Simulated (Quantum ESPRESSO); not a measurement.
The system is HfN.

```
Hf N
1.0
     0.00000    2.25600    2.25600
     2.25600    0.00000    2.25600
     2.25600    2.25600    0.00000
Hf N
1 1
Direct
  0.00000 0.00000 0.00000
  0.50000 0.50000 0.50000
```

Base run:

| Property | Result |
| --- | --- |
| Program | Quantum ESPRESSO 7.5 |
| Functional | PBE |
| Potentials or basis | SSSP 1.3 efficiency PBE |
| Cutoff | 816 eV |
| Density cutoff | 6531 eV |
| k mesh | 10 × 10 × 10 |
| Occupations | fermi-dirac, width 0.05 eV |
| Spin | no spin polarisation |
| Hubbard terms | Hf d U = 2 eV |

Its results: band gap on the k mesh none (metal or under the smearing width); pressure 3.9 GPa.

Task: The run is repeated on the same cell with these changes: hubbard terms from Hf d U = 2 eV to Hf d U = 4 eV. What comes out?

Result: Band gap on the k mesh none (metal or under the smearing width); pressure 2.0 GPa.

Caveats: U without spin polarisation on a metal has little footing.
